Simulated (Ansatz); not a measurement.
Rows from a G0W0 calculation on MgI2/MgI2 (1T bilayer) (Ansatz 0.2.0; G0W0 on PBE, plane waves, PAW; 3×3×1 mesh, 394 empty bands, screening to 41 eV), in eV. Spin-orbit coupling is left out.

| row | Σx | Σc | Vxc | Z |
| --- | --- | --- | --- | --- |
| A | -17.95 | 2.09 | -15.08 | 0.79 |
| B | -6.73 | -3.28 | -10.95 | 0.82 |
| C | -6.52 | -3.20 | -10.51 | 0.82 |

Question: Which rows are filled states and which are empty ones, and how can one tell?

Filled: A. Empty: B and C. The sign of Σc tells: for a filled state bare exchange, which holds its interaction with itself, lies below Vxc (Σx − Vxc is -2.9 eV or lower here) and screening gives part back as a positive Σc. For an empty state Σx lies above Vxc (+4.0 eV or more) and the Coulomb hole leaves Σc negative.

[Runs of the session that timed out or met a known fault of the program may be left out.]

[Cells called generated may have been cut or substituted from an entry of the Crystallography Open Database or the Materials Project.]

[Hosts, paths, dates, database ids (printed as entryN), source tags and the programs' standing remarks are cut or masked in the printed files.]
